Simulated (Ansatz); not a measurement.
NiO: elastic constants with PBEsol

**What was measured.**

“Local correlations, non-local screening, multiplets, and band formation in NiO”, 2012, arxiv:1210.6675 quotes, for a bulk crystal of NiO: band gap 4.3 eV.

Crystal: NiO.

```
Ni O
1.0
     0.00000    2.08590    2.08590
     2.08590    0.00000    2.08590
     2.08590    2.08590    0.00000
Ni O
1 1
Direct
  0.00000 0.00000 0.00000
  0.50000 0.50000 0.50000
```

```yaml
Program: Ansatz 0.2.0
Task: elastic constants
Functional: PBEsol
Potentials_or_basis: Ansatz PAW
Cutoff: "420 eV (not typed: the program's choice for these potentials)"
k_mesh: 10 × 10 × 10
Occupations: fermi-dirac, width 0.05 eV
Spin: collinear spin, ferromagnetic start
Starting_moments: "[1.0, 0.0] μB"
Atoms_under_strain: clamped
```

| Property | Result |
| --- | --- |
| Pressure | -7.5 GPa |
| Band gap on the k mesh | none (metal or under the smearing width) |
| Net moment | 1.40 μB per cell |
| Absolute moment | 1.41 μB per cell |
| Site moments | Ni +1.14; O +0.21 μB |
| Clamped-ion elastic constants C11, C12, C44 | 209, 149, 53 GPa |
| Voigt bulk modulus | 169 GPa |

Levels at points of the mesh, in eV from the Fermi level:
Spin up:
```tsv
k point	band 10	band 11	band 12	band 13	band 14	band 15	band 16	band 17
(0.00, 0.00, 0.00)	-2.77	-2.47	-2.47	-2.47	1.38	17.49	18.70	18.70
(0.00, 0.00, -0.50)	-1.72	-1.24	0.48	0.48	5.37	9.82	13.87	13.87
(0.00, -0.50, -0.50)	-2.41	-1.85	-1.41	-1.41	6.01	10.35	12.06	16.45
```
Spin down:
| k point | band 8 | band 9 | band 10 | band 11 | band 12 | band 13 | band 14 | band 15 |
| --- | --- | --- | --- | --- | --- | --- | --- | --- |
| (0.00, 0.00, 0.00) | -2.79 | -1.74 | -1.74 | -1.74 | -0.88 | -0.88 | 1.66 | 17.45 |
| (0.00, 0.00, -0.50) | -5.10 | -0.84 | -0.84 | -0.48 | 1.96 | 1.96 | 5.52 | 10.23 |
| (0.00, -0.50, -0.50) | -4.14 | -2.78 | -0.60 | -0.60 | -0.45 | 0.10 | 6.37 | 10.64 |

Elastic tensor in Voigt notation (GPa, ions clamped, in the Cartesian axes of the cell as first typed):
```
209 149 149   0   0   0
149 209 149   0   0   0
149 149 209   0   0   0
  0   0   0  53   0   0
  0   0   0   0  53   0
  0   0   0   0   0  53
```

Run time: 23 s on 2 threads of Arm Neoverse V1, with other jobs on the host, peak memory 0.39 GiB.

Measured gap of NiO: 4.3 eV (quoted in “Local correlations, non-local screening, multiplets, and band formation in NiO”, 2012, arxiv:1210.6675). This calculation gives 0.00 eV (-4.30 eV). So large a miss can be the level of theory's own, or it may mean another phase, state or a wrong row. The value is that of PBEsol on a finite k mesh, which can miss the band edges, without temperature or zero-point motion. Semilocal functionals fall short of measured gaps as a rule. The run's magnetic order (collinear spin, ferromagnetic start) needn't be the measured crystal's.

Caveat: the cell is more than 3 GPa from zero pressure, which shifts response properties; elastic constants of metals need much finer meshes, so these are rough; the pressure holds a Pulay correction of +0.7 GPa for the finite cutoff; a cell with one magnetic atom can't hold antiferromagnetic order, which such compounds often take; semilocal functionals often make such compounds metallic where correlation or magnetic order opens a gap, which also shifts bond lengths; the PAW data sets come from PBE, with cores solved anew for the run's functional, which leaves a small shift of forces and pressure.
